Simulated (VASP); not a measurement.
# Si2Mo (I4/mmm) in VASP: single point with PBE

Aim: the single point of Si2Mo with PBE.

All numbers are computed with VASP 6.6.1; they aren't measurements. Logs are shortened: lines on timing, memory, paths and dates and some standing lists are left out, and cuts for length are marked.

**1. Starting point**

It takes space group I4/mmm (No. 139, tetragonal). The conventional cell has a = 3.217 Å, b = 3.217 Å, c = 7.873 Å, α = 90.00°, β = 90.00°, γ = 90.00°. Around Si (site symmetry 4mm) lie 5 Si at 2.60 to 2.64 Å and 5 Mo at 2.62 to 2.64 Å. Mo (site symmetry 4/mmm) has 10 Si at 2.62 to 2.64 Å as nearest neighbours.

The cell was relaxed by an earlier calculation.

**2. Single point, PBE**

File INCAR:

```
ALGO = Fast ; EDIFF = 1E-6
ENCUT = 520 ; GGA = PE
ISIF = 2 ; ISMEAR = -1
LASPH = T ; LCHARG = F
LREAL = F ; LWAVE = F
NBANDS = 18 ; NELM = 100
PREC = Accurate ; SIGMA = 0.05
```

File KPOINTS:

```
k-points
0
Gamma
  16 16 16
```

File POSCAR:

```
Si2Mo
1.0
   -1.6084159349      1.6084159349      3.9365726644
    1.6084159349     -1.6084159349      3.9365726644
    1.6084159349      1.6084159349     -3.9365726644
Si Mo
2 1
Direct
    0.3351023399      0.3351023399      0.0000000000
    0.6648976601      0.6648976601      0.0000000000
    0.0000000000      0.0000000000      0.0000000000
```

Potentials or basis: VASP PAW PBE potentials, release 64 (Si, Mo_sv).

Started as:

```console
$ cat potpaw_PBE.64/Si/POTCAR potpaw_PBE.64/Mo_sv/POTCAR > POTCAR
$ mpirun -np 1 vasp_std > vasp.out
```

OUTCAR:

```text
EDIFF = 1E-6
   ENCUT = 520
   GGA = PE
   ISIF = 2
   ISMEAR = -1
   LASPH = T
   LREAL = F
   NELM = 100
   PREC = Accurate

 ion  position               nearest neighbor table
   1  0.335  0.335  0.000-   2 2.60   3 2.62   3 2.62   3 2.62   3 2.62   3 2.64   2 2.64   2 2.64
                             2 2.64   2 2.64
   2  0.665  0.665  0.000-   1 2.60   3 2.62   3 2.62   3 2.62   3 2.62   3 2.64   1 2.64   1 2.64
                             1 2.64   1 2.64
   3  0.000  0.000  0.000-   2 2.62   2 2.62   2 2.62   1 2.62   2 2.62   1 2.62   1 2.62   1 2.62
                             1 2.64   2 2.64

  LATTYP: Found a body centered tetragonal cell.
 ALAT       =     3.2168318698
 C/A-ratio  =     2.4474842477

  Lattice vectors:

 A1 = (  -1.6084159349,   1.6084159349,   3.9365726644)
 A2 = (   1.6084159349,  -1.6084159349,   3.9365726644)
 A3 = (   1.6084159349,   1.6084159349,  -3.9365726644)

Analysis of symmetry for initial positions (statically):
=====================================================================
 Subroutine PRICEL returns:
 Original cell was already a primitive cell.

 Routine SETGRP: Setting up the symmetry group for a
 body centered tetragonal supercell.

 Subroutine GETGRP returns: Found 16 space group operations
 (whereof 16 operations were pure point group operations)
 out of a pool of 16 trial point group operations.

The static configuration has the point symmetry D_4h.

Analysis of symmetry for dynamics (positions and initial velocities):
=====================================================================
 Subroutine PRICEL returns:
 Original cell was already a primitive cell.

 Routine SETGRP: Setting up the symmetry group for a
 body centered tetragonal supercell.

 Subroutine GETGRP returns: Found 16 space group operations
 (whereof 16 operations were pure point group operations)
 out of a pool of 16 trial point group operations.

The dynamic configuration has the point symmetry D_4h.

 Subroutine INISYM returns: Found 16 space group operations
 (whereof 16 operations are pure point group operations),
 and found     1 'primitive' translations

----------------------------------------------------------------------------------------

                                     Primitive cell

  volume of cell :      40.7357

  direct lattice vectors                    reciprocal lattice vectors
    -1.608415935  1.608415935  3.936572664     0.000000000  0.310864863  0.127014041
     1.608415935 -1.608415935  3.936572664     0.310864863  0.000000000  0.127014041
     1.608415935  1.608415935 -3.936572664     0.310864863  0.310864863  0.000000000

  length of vectors
     4.546494032  4.546494032  4.546494032     0.335811748  0.335811748  0.439629306

  position of ions in fractional coordinates (direct lattice)
     0.335102340  0.335102340  0.000000000
     0.664897660  0.664897660  0.000000000
     0.000000000  0.000000000  0.000000000

  ion indices of the primitive-cell ions
   primitive index   ion index
                 1           1
                 2           2
                 3           3

----------------------------------------------------------------------------------------

 KPOINTS: k-points

Automatic generation of k-mesh.
 Grid dimensions read from file:
 generate k-points for:   16   16   16

 Generating k-lattice:

  Cartesian coordinates                     Fractional coordinates (reciprocal lattice)
     0.000000000  0.019429054  0.007938378     0.062500000 -0.000000000  0.000000000
     0.019429054  0.000000000  0.007938378    -0.000000000  0.062500000  0.000000000
     0.019429054  0.019429054  0.000000000     0.000000000  0.000000000  0.062500000

  Length of vectors
     0.020988234  0.020988234  0.027476832

  Shift w.r.t. Gamma in fractional coordinates (k-lattice)
     0.000000000  0.000000000  0.000000000

 Subroutine IBZKPT returns following result:
 ===========================================

 Found    349 irreducible k-points:

 Following reciprocal coordinates:
            Coordinates               Weight
  0.000000  0.000000  0.000000      1.000000
  0.062500  0.000000  0.000000      8.000000
  0.125000  0.000000  0.000000      8.000000
  0.187500  0.000000 -0.000000      8.000000
  0.250000  0.000000  0.000000      8.000000
  0.312500  0.000000  0.000000      8.000000
[... 16 lines left out ...]
 -0.125000  0.062500  0.000000     16.000000
 -0.062500  0.062500  0.000000      4.000000
 [... further k-points ...]
   k-points           NKPTS =    349   k-points in BZ     NKDIM =    349   number of bands    NBANDS=     18
   number of dos      NEDOS =    301   number of ions     NIONS =      3
   total plane-waves  NPLWV =  46656
   dimension x,y,z NGX =    36 NGY =   36 NGZ =   36
   dimension x,y,z NGXF=    72 NGYF=   72 NGZF=   72
   ions per type =               2   1
   NGX,Y,Z   is equivalent  to a cutoff of  13.16, 13.16, 13.16 a.u.
   NGXF,Y,Z  is equivalent  to a cutoff of  26.33, 26.33, 26.33 a.u.
 SYSTEM =  unknown system
   PREC   = accura    normal or accurate (medium, high low for compatibility)
   ISTART =      0    job   : 0-new  1-cont  2-samecut
   ICHARG =      2    charge: 1-file 2-atom 10-const
   ISPIN  =      1    spin polarized calculation?
   LNONCOLLINEAR =      F non collinear calculations
   LSORBIT =      F    spin-orbit coupling
   LASPH  =      T    aspherical Exc in radial PAW
   ENCUT  =  520.0 eV  38.22 Ry    6.18 a.u.   8.45  8.45  8.45*2*pi/ulx,y,z
   NELM   =    100;   NELMIN=  2; NELMDL= -5     # of ELM steps
   EDIFF  = 0.1E-05   stopping-criterion for ELM
   LREAL  =      F    real-space projection
   EDIFFG = 0.1E-04   stopping-criterion for IOM
   NSW    =      0    number of steps for IOM
   IBRION =     -1    ionic relax: 0-MD 1-quasi-New 2-CG
   NFREE  =      0    steps in history (QN), initial steepest desc. (CG)
   ISIF   =      2    stress and relaxation
   ISYM   =      2    0-nonsym 1-usesym 2-fastsym
   POTIM  = 0.5000    time-step for ionic-motion
   TEBEG  =    0.0;   TEEND  =   0.0 temperature during run
   PSTRESS=    0.0 pullay stress
   NELECT =      22.0000    total number of electrons
   NUPDOWN=      -1.0000    fix difference up-down
   EMIN   =  10.00;   EMAX   =-10.00  energy-range for DOS
   EFERMI =   0.00;   METHOD = LEGACY
   ISMEAR =    -1;   SIGMA  =   0.05  broadening in eV -4-tet -1-fermi 0-gaus
   EFERMI_NEDOS =   21; number of points for ismear=-14 and -15
   IALGO  =     68    algorithm
   IMIX   =      4    mixing-type and parameters
     AMIX     =   0.40;   BMIX     =  1.00
     AMIX_MAG =   1.60;   BMIX_MAG =  1.00
  volume/ion in A,a.u.               =      13.58        91.63
  Fermi-wavevector in a.u.,A,eV,Ry     =   1.333186  2.519356 24.182788  1.777385
  Thomas-Fermi vector in A             =   2.462064
   LORBIT       =      0    0 simple, 1 ext, 2 COOP (PROOUT), +10 PAW based schemes
   GGA     = PE    functional components
   LHFCALC =     F    Hartree Fock is set to
   AEXX    =    0.0000 exact exchange contribution
   IVDW    =     0    specifies the selected vdW correction
   LEPSILON=     F    determine dielectric tensor
   LRPA    =     F    only Hartree local field effects (RPA)
 non-spin polarized calculation
 RMM-DIIS sequential band-by-band and
  energy-cutoff  :      520.00
  volume of cell :       40.74
 maximum number of plane-waves:      1130
 NGX is ok and might be reduce to    36
   NGX = 17   NGY = 17   NGZ = 17

 number of electron      22.0000000 magnetization

 Free energy of the ion-electron system (eV)
  ---------------------------------------------------
  ext. energy  EPLUGINS =         0.00000000
  ---------------------------------------------------
  free energy    TOTEN  =       -23.26244843 eV

  energy without entropy =      -23.26019549  energy(sigma->0) =      -23.26132196

 E-fermi :  12.0648     XC(G=0): -12.3691

 val. band max:       12.0609034925   @ k =  -0.3750   0.5000   0.3750
 cond. band min:      12.0718325200   @ k =  -0.4375  -0.4375   0.3125
 fundamental gap:      0.0109290275
 Fermi energy:        12.0647724093

 k-point     1 :       0.0000    0.0000    0.0000
  band No.  band energies     occupation
      1     -48.6633      2.00000
      2     -22.8047      2.00000
      3     -22.7377      2.00000
      4     -22.7377      2.00000
      5      -1.2494      2.00000
      6       5.7647      2.00000
[... 10 lines left out ...]
     17      17.1212      0.00000
     18      17.1212      0.00000

 k-point     2 :       0.0625    0.0000    0.0000
  band No.  band energies     occupation
      1     -48.6626      2.00000
      2     -22.8040      2.00000
      3     -22.7471      2.00000
      4     -22.7369      2.00000
      5      -1.1790      2.00000
      6       5.7672      2.00000
[... 10 lines left out ...]
     17      17.1681      0.00000
     18      17.5774      0.00000

 k-point     3 :       0.1250    0.0000    0.0000
  band No.  band energies     occupation
      1     -48.6608      2.00000
      2     -22.8020      2.00000
      3     -22.7738      2.00000
      4     -22.7344      2.00000
      5      -0.9699      2.00000
      6       5.7565      2.00000
[... 10 lines left out ...]
     17      17.4313      0.00000
     18      18.5432      0.00000

 k-point     4 :       0.1875    0.0000   -0.0000
  band No.  band energies     occupation
      1     -48.6579      2.00000
      2     -22.8137      2.00000
      3     -22.7988      2.00000
      4     -22.7307      2.00000
      5      -0.6282      2.00000
      6       5.6653      2.00000
[... 375 lines left out ...]
      4     -22.7398      2.00000
      5      -0.6203      2.00000
      6       5.9550      2.00000
[... 10 lines left out ...]
     17      17.8349      0.00000
     18      19.7731      0.00000

 k-point    23 :      -0.1250    0.0625    0.0000
  band No.  band energies     occupation
      1     -48.6601      2.00000
      2     -22.8005      2.00000
      3     -22.7729      2.00000
      4     -22.7436      2.00000
      5      -0.9416      2.00000
      6       5.9630      2.00000
[... 10 lines left out ...]
     17      17.5493      0.00000
     18      18.5590      0.00000

 k-point    24 :      -0.0625    0.0625    0.0000
  band No.  band energies     occupation
      1     -48.6620      2.00000
      2     -22.8028      2.00000
      3     -22.7469      2.00000
      4     -22.7456      2.00000
      5      -1.1296      2.00000
      6       5.8713      2.00000
[... 10 lines left out ...]
     17      17.3955      0.00000
     18      17.6817      0.00000

 [... further k-points ...]

------------------------ aborting loop because EDIFF is reached ----------------------------------------

  FORCE on cell =-STRESS in cart. coord.  units (eV):
  Direction    XX          YY          ZZ          XY          YZ          ZX
  --------------------------------------------------------------------------------------
  -------------------------------------------------------------------------------------
  Total        0.0447237      0.0447237      0.0396260      0.0000000      0.0000000      0.0000000
  in kB        1.7590317      1.7590317      1.5585334      0.0000000      0.0000000      0.0000000
  external PRESSURE =       1.6921989 kB  Pullay stress =       0.0000000 kB

 VOLUME and BASIS-vectors are now :
 -----------------------------------------------------------------------------
  energy-cutoff  :      520.00
  volume of cell :       40.74
      direct lattice vectors                 reciprocal lattice vectors
    -1.608415935  1.608415935  3.936572664     0.000000000  0.310864863  0.127014041
     1.608415935 -1.608415935  3.936572664     0.310864863  0.000000000  0.127014041
     1.608415935  1.608415935 -3.936572664     0.310864863  0.310864863  0.000000000

 POSITION                                       TOTAL-FORCE (eV/Angst)
 -----------------------------------------------------------------------------------
      0.00000      0.00000      2.63831        -0.000000     -0.000000     -0.004404
      0.00000      0.00000      5.23484         0.000000      0.000000      0.004404
      0.00000      0.00000      0.00000         0.000000      0.000000      0.000000
 -----------------------------------------------------------------------------------
    total drift:                               -0.000000      0.000000     -0.000000

  FREE ENERGIE OF THE ION-ELECTRON SYSTEM (eV)
  ---------------------------------------------------
  free  energy   TOTEN  =       -23.2624484283 eV

  energy  without entropy=      -23.2601954856  energy(sigma->0) =      -23.26132196
```

Run time: 5.4 min. Hardware: 1 thread of Intel Xeon Platinum 8259CL at 2.50GHz (Skylake/Cascade Lake), shared host; peak memory 0.4 GiB.

What came out:

```
Free energy            : -23.2624 eV
Pressure               : 0.2 GPa
Largest force          : 0.004 eV/Å
Band gap on the k mesh : none (metal or under the smearing width)
```

Forces in eV/Å, atoms in the order of the input:
```
Si   0.000  0.000 -0.004
Si   0.000  0.000  0.004
Mo   0.000  0.000  0.000
```
